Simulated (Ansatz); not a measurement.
## Two Ansatz runs on Sb

The geometry is COD entry 9013010, unchecked; take it as a test cell.

First run: DFT, PBE, PAW with Ansatz's default frozen-core files, fully relativistic files with spin-orbit coupling (Ansatz 0.2.0).

Command: `ansatz run input.yaml --threads 1 --pin off --max-ram 2048MiB --backend cpu --events-out ev --progress --plain --runs-dir out` The run took 78 s on 1 thread of AMD EPYC 7R43 64-Core Processor (Zen 3) (shared host), peak memory 0.88 GiB.

```yaml
crystal:
  lattice:
    - [-1.505, 1.505, 2.48]
    - [1.505, -1.505, 2.48]
    - [1.505, 1.505, -2.48]
  atoms:
    - { symbol: Sb, position: [0.0, 0.0, 0.0] }
kpoints:
  mp_grid: { grid: [19, 19, 19] }
  band_path:
    path:
      - [0.0, 0.0, 0.0]
      - [0.0, 0.0, 0.5]
      - [0.25, 0.25, 0.25]
      - [0.0, 0.5, 0.0]
      - [0.0, 0.0, 0.0]
      - [0.5, 0.5, -0.5]
      - [0.3420681988, 0.6579318012, -0.3420681988]
      - [-0.3420681988, 0.3420681988, 0.3420681988]
      - [0.0, 0.0, 0.0]
    npoints: 5
scf:
  occupations: { method: fermi_dirac, width: 0.05 }
hamiltonian:
  xc: pbe
  pseudopotentials: { kind: paw_fr }
output:
  forces: true
  stress: true
  eigenvalues: true
  efg: { contact_densities: true }
  write_density: true
  write_potential: true
  elf: true
  volumetric_format: npy
magnetization:
  noncollinear: true
  spin_orbit: true
```

Result: converged; pressure 19.40 GPa; 7 SCF iterations.

A second run of a changed input logged this at its end:

```
Error: inconsistent input (hamiltonian.hubbard.sites[].l, hamiltonian.hubbard.sites[].shell): the file of Sb doesn't list 4f, and it can't be added: PBE doesn't bind the shell 4f of the free atom, whose level lies at +1.08 eV. Type an atom or ion with it (hamiltonian.pseudopotentials.projection_atoms), take another file or name another shell
```

**Question.** What was wrong with the input?

**Answer.** A U on a shell that isn't there, by this change (others could give a like log):
```diff
@@ -22,7 +22,9 @@
 scf:
   occupations: { method: fermi_dirac, width: 0.05 }
+  max_iter: 100
 hamiltonian:
   xc: pbe
   pseudopotentials: { kind: paw_fr }
+  hubbard: { sites: [{ species: Sb, l: f, u_eff: 30.0 }] }
 output:
   forces: true
@@ -30,8 +32,4 @@
   eigenvalues: true
   efg: { contact_densities: true }
-  write_density: true
-  write_potential: true
-  elf: true
-  volumetric_format: npy
 magnetization:
   noncollinear: true
```
